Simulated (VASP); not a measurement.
# Sr (P6_3/mmc) in VASP: further runs

Aim: see how the results for Sr move with the level of theory and the settings. Levels: LDA, BEEF-vdW, LAK. Tasks: single point, relaxation of cell and atoms.

All numbers are computed with VASP 6.6.1; they aren't measurements. Logs are shortened: lines on timing, memory, paths and dates and some standing lists are left out, and cuts for length are marked.

**1. The crystal as given**

The structure is hexagonal, space group P6_3/mmc (No. 194). Conventional cell: a = 4.310 Å, b = 4.310 Å, c = 7.050 Å, α = 90.00°, β = 90.00°, γ = 120.00°. Sr (site symmetry -6m2) is surrounded by 12 Sr at 4.31 Å.

This isn't the form of Sr at room conditions, which is fcc.

**2. Single point, LDA**

Contents of run.py:

```python
from ase.calculators.vasp import Vasp
from ase.dft.bandgap import bandgap
from ase.io import read

atoms = read('Sr.xyz')
calc = Vasp(
    directory='calc',
    xc='lda',
    pp='LDA',
    setups='materialsproject',
    prec='Accurate',
    encut=520,
    ediff=1e-06,
    ismear=0,
    sigma=0.02,
    lreal=False,
    lasph=True,
    nelm=60,
    algo='Normal',
    isif=2,
    lwave=False,
    lcharg=False,
    kpts=[7, 7, 4],
    gamma=True,
)
atoms.calc = calc

print('energy (eV):', atoms.get_potential_energy())
print('free energy (eV):', atoms.get_potential_energy(force_consistent=True))
print('forces (eV/A):')
print(atoms.get_forces())
print('stress (eV/A^3, Voigt):', atoms.get_stress())
print('Fermi level (eV):', calc.get_fermi_level())
gap, top, bottom = bandgap(calc)
print('band gap (eV):', gap, 'from (spin, k, band)', top, 'to', bottom)
```

Contents of Sr.xyz:

```xyz
2
Lattice="4.3100000000 0.0000000000 0.0000000000 -2.1550000000 3.7325694903 0.0000000000 0.0000000000 0.0000000000 7.0500000000" Properties=species:S:1:pos:R:3 pbc="T T T"
Sr     2.1550000002      1.2441898300      5.2875000000
Sr    -0.0000000002      2.4883796603      1.7625000000
```

Potentials or basis: VASP PAW LDA potentials, release 64 (Sr_sv).

The run is started by

```
> python run.py
```

Standard output:

```text
energy (eV): -3.68672388
free energy (eV): -3.68752626
forces (eV/A):
[[-0. -0.  0.]
 [ 0.  0.  0.]]
stress (eV/A^3, Voigt): [ 0.01046637  0.01046637  0.0080428  -0.          0.          0.        ]
Fermi level (eV): 1.37613914
band gap (eV): 0.0 from (spin, k, band) (None, None, None) to (None, None, None)
```

OUTCAR:

```text
ENCUT = 520.000000
   EDIFF = 1.00e-06
   PREC = Accurate
   ISIF = 2
   ISMEAR = 0
   NELM = 60
   LASPH = .TRUE.
   LREAL = .FALSE.

 ion  position               nearest neighbor table
   1  0.667  0.333  0.750-   2 4.31   2 4.31   2 4.31   2 4.31   2 4.31   2 4.31
   2  0.333  0.667  0.250-   1 4.31   1 4.31   1 4.31   1 4.31   1 4.31   1 4.31

  LATTYP: Found a hexagonal cell.
 ALAT       =     4.3100000000
 C/A-ratio  =     1.6357308585

  Lattice vectors:

 A1 = (   4.3100000000,   0.0000000000,   0.0000000000)
 A2 = (  -2.1550000000,   3.7325694903,   0.0000000000)
 A3 = (   0.0000000000,   0.0000000000,   7.0500000000)

Analysis of symmetry for initial positions (statically):
=====================================================================
 Subroutine PRICEL returns:
 Original cell was already a primitive cell.

 Routine SETGRP: Setting up the symmetry group for a
 hexagonal supercell.

 Subroutine GETGRP returns: Found 24 space group operations
 (whereof 12 operations were pure point group operations)
 out of a pool of 24 trial point group operations.

The static configuration has the point symmetry D_3d.
 The point group associated with its full space group is D_6h.

Analysis of symmetry for dynamics (positions and initial velocities):
=====================================================================
 Subroutine PRICEL returns:
 Original cell was already a primitive cell.

 Routine SETGRP: Setting up the symmetry group for a
 hexagonal supercell.

 Subroutine GETGRP returns: Found 24 space group operations
 (whereof 12 operations were pure point group operations)
 out of a pool of 24 trial point group operations.

The dynamic configuration has the point symmetry D_3d.
 The point group associated with its full space group is D_6h.

 Subroutine INISYM returns: Found 24 space group operations
 (whereof 12 operations are pure point group operations),
 and found     1 'primitive' translations

----------------------------------------------------------------------------------------

                                     Primitive cell

  volume of cell :     113.4160

  direct lattice vectors                    reciprocal lattice vectors
     4.310000000  0.000000000  0.000000000     0.232018561  0.133955979  0.000000000
    -2.155000000  3.732569490  0.000000000     0.000000000  0.267911958  0.000000000
     0.000000000  0.000000000  7.050000000     0.000000000  0.000000000  0.141843972

  length of vectors
     4.310000000  4.310000000  7.050000000     0.267911958  0.267911958  0.141843972

  position of ions in fractional coordinates (direct lattice)
     0.666666667  0.333333333  0.750000000
     0.333333333  0.666666667  0.250000000

  ion indices of the primitive-cell ions
   primitive index   ion index
                 1           1
                 2           2

----------------------------------------------------------------------------------------

 KPOINTS: KPOINTS created by Atomic Simulation Env

Automatic generation of k-mesh.
 Grid dimensions read from file:
 generate k-points for:    7    7    4

 Generating k-lattice:

  Cartesian coordinates                     Fractional coordinates (reciprocal lattice)
     0.033145509  0.019136568  0.000000000     0.142857143  0.000000000  0.000000000
     0.000000000  0.038273137  0.000000000     0.000000000  0.142857143  0.000000000
     0.000000000  0.000000000  0.035460993     0.000000000  0.000000000  0.250000000

  Length of vectors
     0.038273137  0.038273137  0.035460993

  Shift w.r.t. Gamma in fractional coordinates (k-lattice)
     0.000000000  0.000000000  0.000000000

 Subroutine IBZKPT returns following result:
 ===========================================

 Found     24 irreducible k-points:

 Following reciprocal coordinates:
            Coordinates               Weight
  0.000000  0.000000  0.000000      1.000000
  0.142857 -0.000000  0.000000      6.000000
  0.285714 -0.000000  0.000000      6.000000
  0.428571  0.000000  0.000000      6.000000
  0.142857  0.142857  0.000000      6.000000
  0.285714  0.142857  0.000000     12.000000
[... 16 lines left out ...]
  0.428571  0.142857  0.500000      6.000000
  0.285714  0.285714  0.500000      6.000000
   k-points           NKPTS =     24   k-points in BZ     NKDIM =     24   number of bands    NBANDS=     14
   number of dos      NEDOS =    301   number of ions     NIONS =      2
   total plane-waves  NPLWV =  55296
   dimension x,y,z NGX =    32 NGY =   32 NGZ =   54
   dimension x,y,z NGXF=    64 NGYF=   64 NGZF=  108
   ions per type =               2
   NGX,Y,Z   is equivalent  to a cutoff of  12.34, 12.34, 12.73 a.u.
   NGXF,Y,Z  is equivalent  to a cutoff of  24.69, 24.69, 25.47 a.u.
 SYSTEM =  unknown system
   PREC   = accura    normal or accurate (medium, high low for compatibility)
   ISTART =      0    job   : 0-new  1-cont  2-samecut
   ICHARG =      2    charge: 1-file 2-atom 10-const
   ISPIN  =      1    spin polarized calculation?
   LNONCOLLINEAR =      F non collinear calculations
   LSORBIT =      F    spin-orbit coupling
   LASPH  =      T    aspherical Exc in radial PAW
   ENCUT  =  520.0 eV  38.22 Ry    6.18 a.u.   8.01  8.01 13.11*2*pi/ulx,y,z
   NELM   =     60;   NELMIN=  2; NELMDL= -5     # of ELM steps
   EDIFF  = 0.1E-05   stopping-criterion for ELM
   LREAL  =      F    real-space projection
   EDIFFG = 0.1E-04   stopping-criterion for IOM
   NSW    =      0    number of steps for IOM
   IBRION =     -1    ionic relax: 0-MD 1-quasi-New 2-CG
   NFREE  =      0    steps in history (QN), initial steepest desc. (CG)
   ISIF   =      2    stress and relaxation
   ISYM   =      2    0-nonsym 1-usesym 2-fastsym
   POTIM  = 0.5000    time-step for ionic-motion
   TEBEG  =    0.0;   TEEND  =   0.0 temperature during run
   PSTRESS=    0.0 pullay stress
   NELECT =      20.0000    total number of electrons
   NUPDOWN=      -1.0000    fix difference up-down
   EMIN   =  10.00;   EMAX   =-10.00  energy-range for DOS
   EFERMI =   0.00;   METHOD = LEGACY
   ISMEAR =     0;   SIGMA  =   0.02  broadening in eV -4-tet -1-fermi 0-gaus
   EFERMI_NEDOS =   21; number of points for ismear=-14 and -15
   IALGO  =     38    algorithm
   IMIX   =      4    mixing-type and parameters
     AMIX     =   0.40;   BMIX     =  1.00
     AMIX_MAG =   1.60;   BMIX_MAG =  1.00
  volume/ion in A,a.u.               =      56.71       382.68
  Fermi-wavevector in a.u.,A,eV,Ry     =   0.918037  1.734838 11.466874  0.842791
  Thomas-Fermi vector in A             =   2.043073
   LORBIT       =      0    0 simple, 1 ext, 2 COOP (PROOUT), +10 PAW based schemes
   GGA     = CA    functional components
   LHFCALC =     F    Hartree Fock is set to
   AEXX    =    0.0000 exact exchange contribution
   IVDW    =     0    specifies the selected vdW correction
   LEPSILON=     F    determine dielectric tensor
   LRPA    =     F    only Hartree local field effects (RPA)
 non-spin polarized calculation
 Gauss-broadening in eV      SIGMA  =   0.02
  energy-cutoff  :      520.00
  volume of cell :      113.42
 maximum number of plane-waves:      3071
   NGX = 17   NGY = 17   NGZ = 27

 number of electron      20.0000000 magnetization

 Free energy of the ion-electron system (eV)
  ---------------------------------------------------
  ext. energy  EPLUGINS =         0.00000000
  ---------------------------------------------------
  free energy    TOTEN  =        -3.68752626 eV

  energy without entropy =       -3.68592150  energy(sigma->0) =       -3.68672388

 E-fermi :   1.3761     XC(G=0):  -7.4618

 val. band max:        1.3604923352   @ k =   0.1429   0.1429   0.0000
 cond. band min:       1.3769056346   @ k =   0.2857   0.2857   0.0000
 fundamental gap:      0.0164132994
 Fermi energy:         1.3761391353

 k-point     1 :       0.0000    0.0000    0.0000
  band No.  band energies     occupation
      1     -35.2012      2.00000
      2     -35.1889      2.00000
      3     -17.3619      2.00000
      4     -17.2175      2.00000
      5     -17.2175      2.00000
      6     -17.1927      2.00000
      7     -17.1927      2.00000
      8     -17.1826      2.00000
      9      -2.2982      2.00000
     10       0.1467      2.00000
     11       1.4077      0.02541
     12       3.4865      0.00000
     13       3.4927      0.00000
     14       3.4927      0.00000

 k-point     2 :       0.1429   -0.0000    0.0000
  band No.  band energies     occupation
      1     -35.1991      2.00000
      2     -35.1879      2.00000
      3     -17.3505      2.00000
      4     -17.2434      2.00000
      5     -17.2256      2.00000
      6     -17.2195      2.00000
      7     -17.1972      2.00000
      8     -17.1871      2.00000
      9      -2.0155      2.00000
     10       0.4429      2.00000
     11       1.3788      0.85173
     12       2.8882      0.00000
     13       3.4516      0.00000
     14       3.7526      0.00000
[... 343 lines left out ...]
      1     -35.1864      2.00000
      2     -35.1864      2.00000
      3     -17.3553      2.00000
      4     -17.3553      2.00000
      5     -17.2627      2.00000
      6     -17.2627      2.00000
      7     -17.2235      2.00000
      8     -17.2235      2.00000
      9       0.7096      2.00000
     10       0.7096      2.00000
     11       1.5946      0.00000
     12       1.5946      0.00000
     13       2.3869      0.00000
     14       2.3869      0.00000

 k-point    24 :       0.2857    0.2857    0.5000
  band No.  band energies     occupation
      1     -35.1861      2.00000
      2     -35.1861      2.00000
      3     -17.3389      2.00000
      4     -17.3389      2.00000
      5     -17.2887      2.00000
      6     -17.2887      2.00000
      7     -17.2205      2.00000
      8     -17.2205      2.00000
      9       0.9682      2.00000
     10       0.9682      2.00000
     11       1.7307      0.00000
     12       1.7307      0.00000
     13       2.0150      0.00000
     14       2.0150      0.00000

------------------------ aborting loop because EDIFF is reached ----------------------------------------

  FORCE on cell =-STRESS in cart. coord.  units (eV):
  Direction    XX          YY          ZZ          XY          YZ          ZX
  --------------------------------------------------------------------------------------
  -------------------------------------------------------------------------------------
  Total       -1.1870527     -1.1870527     -0.9121816      0.0000000      0.0000000     -0.0000000
  in kB      -16.7689660    -16.7689660    -12.8859840      0.0000000      0.0000000     -0.0000000
  external PRESSURE =     -15.4746387 kB  Pullay stress =       0.0000000 kB

 VOLUME and BASIS-vectors are now :
 -----------------------------------------------------------------------------
  energy-cutoff  :      520.00
  volume of cell :      113.42
      direct lattice vectors                 reciprocal lattice vectors
     4.310000000  0.000000000  0.000000000     0.232018561  0.133955979  0.000000000
    -2.155000000  3.732569490  0.000000000     0.000000000  0.267911958  0.000000000
     0.000000000  0.000000000  7.050000000     0.000000000  0.000000000  0.141843972

 POSITION                                       TOTAL-FORCE (eV/Angst)
 -----------------------------------------------------------------------------------
      2.15500      1.24419      5.28750        -0.000000     -0.000000      0.000000
     -0.00000      2.48838      1.76250         0.000000      0.000000      0.000000
 -----------------------------------------------------------------------------------
    total drift:                               -0.000000      0.000000     -0.000000

  FREE ENERGIE OF THE ION-ELECTRON SYSTEM (eV)
  ---------------------------------------------------
  free  energy   TOTEN  =        -3.6875262566 eV

  energy  without entropy=       -3.6859215032  energy(sigma->0) =       -3.68672388
```

INCAR:

```text
ENCUT = 520.000000
SIGMA = 0.020000
EDIFF = 1.00e-06
ALGO = Normal
PREC = Accurate
ISIF = 2
ISMEAR = 0
NELM = 60
LASPH = .TRUE.
LCHARG = .FALSE.
LWAVE = .FALSE.
LREAL = .FALSE.
```

Run time: 18 s. Hardware: 1 thread of Intel Xeon Platinum 8488C (Sapphire Rapids), shared host; peak memory 0.19 GiB.

Results:

- Free energy: -3.6875 eV
- Pressure: -1.5 GPa
- Band gap on the k mesh: none (metal or under the smearing width)

**3. Relaxation of cell and atoms, BEEF-vdW**

Contents of run.py:

```python
from ase.calculators.vasp import Vasp
from ase.filters import FrechetCellFilter
from ase.optimize import BFGS
from ase.spacegroup import crystal

atoms = crystal(
    ['Sr'],
    basis=[[0.6666666667, 0.3333333333, 0.75]],
    spacegroup=194,
    setting=1,
    cellpar=[4.31, 4.31, 7.05, 90.0, 90.0, 120.0],
    primitive_cell=True,
)
calc = Vasp(
    directory='calc',
    xc='beef-vdw',
    pp='PBE',
    setups='recommended',
    prec='Accurate',
    encut=600,
    ediff=1e-06,
    ismear=1,
    sigma=0.2,
    lreal=False,
    lasph=True,
    nelm=60,
    algo='Fast',
    isif=2,
    lwave=False,
    lcharg=False,
    kpts=[7, 7, 4],
    gamma=True,
)
atoms.calc = calc
opt = BFGS(FrechetCellFilter(atoms), trajectory='relax.traj')
converged = opt.run(fmax=0.01, steps=40)
print('converged:', converged)

print('energy (eV):', atoms.get_potential_energy())
print('free energy (eV):', atoms.get_potential_energy(force_consistent=True))
print('forces (eV/A):')
print(atoms.get_forces())
print('stress (eV/A^3, Voigt):', atoms.get_stress())
print('Fermi level (eV):', calc.get_fermi_level())
print('cell (A, degrees):', atoms.cell.cellpar())
print('volume (A^3):', atoms.get_volume())
print('scaled positions:')
print(atoms.get_scaled_positions())
```

Potentials or basis: VASP PAW PBE potentials, release 64 (Sr_sv).

The run is started by

```
> python run.py
```

Run time: 9.7 min. Hardware: 1 thread of Intel Xeon Platinum 8488C (Sapphire Rapids), shared host; peak memory 0.67 GiB.

The run converged. Its results:

* Free energy: 0.9881 eV
* Relaxed volume: 56.39 Å³/atom
* Relaxed cell: a = 4.259 Å, b = 4.259 Å, c = 7.178 Å, α = 90.00°, β = 90.00°, γ = 120.00°
* Space group after relaxing (to 0.05 Å): P6_3/mmc (No. 194)
* Energy gained by relaxing: 3.5 meV/atom
* Ionic steps: 5
* Pressure after relaxing: 0.0 GPa
* Band gap on the k mesh: none (metal or under the smearing width)

The path:
| step | energy change (eV) | largest force (eV/Å) | pressure (GPa) | volume (Å³) |
| --- | --- | --- | --- | --- |
| 1 | 0.0000 | 0.0000 | -0.04 | 113.42 |
| 2 | -0.0005 | 0.0000 | -0.04 | 113.38 |
| 3 | -0.0071 | 0.0000 | 0.04 | 112.55 |
| 4 | -0.0068 | 0.0000 | 0.01 | 112.81 |
| 5 | -0.0070 | 0.0000 | 0.01 | 112.78 |

Final structure:
```
CELL_PARAMETERS angstrom
4.25938 0.00000 0.00000
-2.12969 3.68874 0.00000
0.00000 0.00000 7.17813
ATOMIC_POSITIONS crystal
Sr 0.66667 0.33333 0.75000
Sr 0.33333 0.66667 0.25000
```

Levels at points of the mesh, in eV from the Fermi level:
| k point | band 8 | band 9 | band 10 | band 11 | band 12 | band 13 |
| --- | --- | --- | --- | --- | --- | --- |
| (0.00, 0.00, 0.00) | -18.82 | -3.61 | -1.20 | -0.13 | 2.12 | 2.29 |
| (0.00, 0.00, 0.50) | -18.84 | -2.74 | -2.74 | 1.14 | 1.14 | 2.30 |

Caveat: the PAW data sets were made with another functional, which shifts forces and pressure a little.

**4. Single point, LAK (volume scaled by 0.92)**

Contents of INCAR:

```
SYSTEM = Sr
  PREC = Accurate
  ENCUT = 520
  EDIFF = 1E-7
  ISMEAR = 1
  SIGMA = 0.2
  LREAL = .FALSE.
  LASPH = .TRUE.
  NELM = 100
  ALGO = Normal
  ISIF = 2
  LWAVE = .FALSE.
  LCHARG = .FALSE.
  METAGGA = LAK
  LMIXTAU = .TRUE.
  NBANDS = 17
```

Contents of KPOINTS:

```
Automatic mesh
0
G
  7 7 4
  0 0 0
```

Contents of POSCAR:

```
Sr
1.0
    4.1918578410      0.0000000000      0.0000000000
   -2.0959289205      3.6302553794      0.0000000000
    0.0000000000      0.0000000000      6.8567512248
Sr
2
Direct
    0.6666666667      0.3333333333      0.7500000000
    0.3333333333      0.6666666667      0.2500000000
```

The run is started by

```
> cat potpaw_PBE.64/Sr_sv/POTCAR > POTCAR
> mpirun -np 1 vasp_std > vasp.out
```

Run time: 4.2 min. Hardware: 1 thread of Intel Xeon Platinum 8488C (Sapphire Rapids), shared host; peak memory 0.25 GiB.

The run converged. Its results:

* Free energy: 40.0133 eV
* Pressure: 1.6 GPa
* Band gap on the k mesh: none (metal or under the smearing width)

Stress tensor (GPa, compression positive):
```
1.14 0.00 0.00
0.00 1.14 0.00
0.00 0.00 2.44
```

Levels at points of the mesh, in eV from the Fermi level:
```
           k point  band 6  band 7  band 8  band 9  band 10  band 11  band 12  band 13  band 14  band 15
(0.00, 0.00, 0.00)  -19.32  -19.32  -19.29   -4.00    -1.04    -0.09     2.78     2.78     2.81     3.26
(0.00, 0.00, 0.50)  -19.34  -19.34  -19.34   -2.94    -2.94     1.53     1.53     2.78     2.78     2.78
```

Caveat: the PAW data sets were made with another functional, which shifts forces and pressure a little.

**5. For comparison**

An earlier run on the cell as given: functional PBE; potentials or basis VASP PAW PBE potentials, release 64 (Sr_sv); cutoff 520 eV; k mesh 7 × 7 × 4; occupations fermi-dirac, width 0.05 eV; no spin polarisation.

* Pressure: -0.3 GPa
* Band gap on the k mesh: none (metal or under the smearing width)

**6. The runs side by side**

```csv
task,level,potentials or basis,cell,cutoff (eV),smearing,optimiser,gap on the mesh (eV),pressure (GPa)
single point,LDA,"VASP PAW LDA potentials, release 64 (Sr_sv)",as given,520,gaussian 0.02 eV,-,none,-1.5
relaxation of cell and atoms,BEEF-vdW,"VASP PAW PBE potentials, release 64 (Sr_sv)",relaxed,600,methfessel-paxton 0.2 eV,BFGS,none,0.0
single point,LAK,"VASP PAW PBE potentials, release 64 (Sr_sv)",volume scaled by 0.92,520,methfessel-paxton 0.2 eV,-,none,1.6
single point,PBE,"VASP PAW PBE potentials, release 64 (Sr_sv)",as given,520,fermi-dirac 0.05 eV,-,none,-0.3
```

Alike in all rows: no spin polarisation; k mesh 7 × 7 × 4.

Caveats: the PAW data sets were made with another functional, which shifts forces and pressure a little (some runs).

Total energies depend on the potentials used, so only differences within one code and one set of settings carry meaning.
